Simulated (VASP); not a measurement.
**La2O3: single point with PBEsol**

The system is La2O3.

```
CELL_PARAMETERS angstrom
3.90358 0.00000 0.00000
-1.95179 3.38060 0.00000
0.00000 0.00000 6.03205
ATOMIC_POSITIONS crystal
La 0.66667 0.33333 0.75475
La 0.33333 0.66667 0.24525
O 0.66667 0.33333 0.35396
O 0.33333 0.66667 0.64604
O 0.00000 0.00000 0.00000
```

The cell is a database's computed one.

```yaml
Program: VASP 6.6.1
Task: single point
Functional: PBEsol
Potentials_or_basis: VASP PAW PBE potentials, release 64 (La, O)
Cutoff: 520 eV
k_mesh: 9 × 9 × 4
Occupations: gaussian, width 0.02 eV
Spin: non-collinear spin, zero start, spin-orbit coupling
Starting_moments: "[[0.0, 0.0, 0.0], [0.0, 0.0, 0.0], [0.0, 0.0, 0.0], [0.0, 0.0, 0.0], [0.0, 0.0, 0.0]] μB"
Further_INCAR_settings: ALGO = Normal; EDIFF = 1e-06; NBANDS = 55
```

The pressure is 0.1 GPa and the net moment is 0.00 μB per cell. The valence electrons inside the program's atomic spheres are La 8.65; O 5.02, 4.92.

Forces in eV/Å, atoms in the order of the input:
```
La   0.000  0.000 -0.001
La   0.000  0.000  0.001
O    0.000  0.000 -0.002
O    0.000  0.000  0.002
O    0.000  0.000  0.000
```

Moments on the atoms (μB; x, y, z):
```
La  0.00 0.00 0.00
La  0.00 0.00 0.00
O   0.00 0.00 0.00
O   0.00 0.00 0.00
O   0.00 0.00 0.00
```

It took 19 min on 1 thread of Intel(R) Xeon(R) 6975P-C (Granite Rapids), on a shared host, peak memory 0.77 GiB.

Caveat: the PAW data sets were made with another functional, which shifts forces and pressure a little.
